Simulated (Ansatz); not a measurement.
**Be$_{2}$C (Fm-3m), phonons: input and output**

Computed with r²SCAN, PAW on Ansatz 0.2.0's default frozen-core files (fitted under PBE), scalar-relativistic; not a measurement.

Cell and atoms were relaxed beforehand by PAW with this functional.

Command line:

```sh
ansatz run input.yaml --threads 2 --pin off --max-ram 6144MiB --backend cpu --events-out ev --progress --plain --runs-dir out
```

input.yaml:

```yaml
crystal:
  lattice:
    - [0.0, 2.16046352207, 2.16046352207]
    - [2.16046352207, 0.0, 2.16046352207]
    - [2.16046352207, 2.16046352207, 0.0]
  atoms:
    - { symbol: Be, position: [0.25, 0.25, 0.25] }
    - { symbol: Be, position: [0.75, 0.75, 0.75] }
    - { symbol: C, position: [0.0, 0.0, 0.0] }
kpoints:
  mp_grid: { grid: [8, 8, 8] }
scf:
  occupations: { method: fixed }
hamiltonian:
  xc: r2scan
  pseudopotentials: { kind: paw }
phonons:
  qmesh: [2, 2, 2]
  qpath:
    path:
      - [0.0, 0.0, 0.0]
      - [0.5, 0.0, 0.5]
      - [0.625, 0.25, 0.625]
      - [0.375, 0.375, 0.75]
      - [0.0, 0.0, 0.0]
      - [0.5, 0.5, 0.5]
      - [0.5, 0.25, 0.75]
      - [0.5, 0.0, 0.5]
    npoints: 6
  temperatures: { t_min: 0, t_max: 1000, t_step: 100 }
  amplitude: 0.002
```

Output (shortened where marked):

```
Warning: phonons: the dynamical matrix that this run interpolates holds no multipole term above the dipole-dipole one, and a site of this crystal is no centre of inversion, so its interpolated transverse optical and acoustic branches and sound speeds can stay off near Gamma, and the density of states and the thermodynamics with them. What a run solves at a wave vector of phonons.qpoints, Gamma apart, where the deck ...
Warning: RAYON_NUM_THREADS=2 ignored (pool sized by the plan → 2); use --threads N
Engine: ansatz 0.2.0, x86_64-unknown-linux-gnu
Pseudopotentials: kind: paw
Pseudopotential: Be, paw, valence charge 2, recommended cutoff 500 eV (meta_gga), Be.paw.azcp
Pseudopotential: C, paw, valence charge 4, recommended cutoff 500 eV (meta_gga), C.paw.azcp
Functional definition: r2SCAN
  parameter k0 = 0.174
  parameter k1 = 0.065
  parameter a1 = 4.9479
  exchange = r2scan_x(k0 = k0, k1 = k1, a1 = a1)
  correlation = r2scan_c
Crystal: 6 atoms, lattice volume = 40.337 Å³
Basis set: ecut = 500 eV, 1055 PW (Γ), FFT grids on a1, a2, −a1+a2+a3, exchange–correlation on 144×144×192 points (216 copies of the dense FFT grid, shifted against one another)
[... 175 lines left out ...]
  optical modes at Γ + LO–TO along q̂ = [0.0000, 0.0000, 1.0000]:
      ω (cm⁻¹)  modes    IR ((D/Å)²/amu)
        641.98      2            61.9643
        710.59      3             0.0000
        954.37      1            30.9822
--- Phonons (by wavevector): 3 wavevectors in 2 supercells ---
  supercell 1 (2 cells, vectors [1, 0, 0], [0, 1, -1], [0, 0, 2] in multiples of the cell's): 2 displaced members by 0.002 Å; free energy -878.415612 eV; taken off its force constants: by the sum rule 3.2e-4, by the ...
  symmetry images taken by strict's conditions (phonons.symmetry_images: auto; settled by no image being taken that strict refuses)
  supercell 2 (2 cells, vectors [1, 0, 0], [0, 1, 0], [0, 0, 2] in multiples of the cell's): 3 displaced members by 0.002 Å; free energy -878.415612 eV; taken off its force constants: by the sum rule 7.2e-4, by the symmetrisation ...
  symmetry images taken by strict's conditions (phonons.symmetry_images: auto; settled by no image being taken that strict refuses)
  q = [0.0000, 0.0000, 0.0000] (star 1, supercell 1; hermiticity 1.99e-50, symmetrization 3.51e-6): -0.00 -0.00 -0.00 641.98 641.98 641.98 710.59 710.59 710.59
  q = [0.0000, 0.0000, -0.5000] (star 4, supercell 2; hermiticity 7.17e-17, symmetrization 4.78e-16): 436.87 436.87 611.98 611.98 627.04 665.29 665.29 816.13 816.21
  q = [0.0000, -0.5000, -0.5000] (star 3, supercell 1; hermiticity 1.07e-16, symmetrization 3.67e-16): 401.08 401.08 415.56 627.08 627.08 728.66 728.66 793.07 983.60
  joined force constants: q→R imaginary residual 3.46e-17
  density of states and harmonic sums: on the 26×26×26 q-mesh, interpolated from the force constants of a 2×2×2 supercell (with the dipole–dipole term)
  largest difference from the sums on the solved wave vectors: F 2.73e-2 eV, S 6.05e-5 and C_V 3.14e-5 eV/K
```

The run converged.

**Harmonic thermodynamics**

Harmonic phonons of a crystal by Kohn-Sham DFT at the given cell, standard atomic masses, acoustic sum rule imposed; negative wavenumbers are unstable modes; sums over wave vectors interpolated from the q mesh.

```json
{
 "Zero point energy": "116.1 meV/atom"
}
```

```
temperature (K)  phonon heat capacity (k_B/atom)  phonon entropy (k_B/atom)  phonon free energy (meV/atom)
            100                           0.1146                    0.03015                            116
            200                           0.8074                     0.2992                          114.8
            300                            1.522                     0.7692                          110.3
            400                            1.996                      1.277                          101.5
            500                            2.291                      1.757                          88.38
            600                            2.479                      2.192                          71.33
            700                            2.603                      2.584                          50.72
            800                            2.689                      2.938                           26.9
            900                             2.75                      3.258                           0.18
           1000                            2.795                      3.551                         -29.18
```

**Zone-centre phonons**

Optical zone-centre levels upwards with Mulliken labels, activity, and the element with most of the kinetic energy.

```
Point group : m-3m
```

| number | phonon wavenumber (cm⁻¹) | label | infrared | raman | lead element |
| --- | --- | --- | --- | --- | --- |
| 1 | 642 | T1u | yes | no | C |
| 2 | 710.6 | T2g | no | yes | Be |

### Field response

Linear response of an insulating crystal by Kohn-Sham DFT to a field and to zone-centre displacements, local fields included; Born charges neutralised; LO modes for wave vectors along x and z; Cartesian axes as in the input.

- Dielectric electronic (x, y, z): 6.57, 6.57, 6.57
- Highest phonon with field along x: 954.4 cm⁻¹
- Highest phonon with field along z: 954.4 cm⁻¹
- Highest phonon without field: 710.6 cm⁻¹

```
atom  born charge xx (e)  born charge yy (e)  born charge zz (e)
 Be1               1.556               1.556               1.556
 Be2               1.556               1.556               1.556
  C3              -3.111              -3.111              -3.111
```

Keep in mind: frozen-core PAW files fitted under PBE, their cores solved anew for the functional of the run; coarse q mesh; no LO-TO term at the zone centre.

It took 47 s on 2 threads of Intel(R) Xeon(R) Platinum 8488C (Sapphire Rapids), on a shared host, peak memory 0.85 GiB.
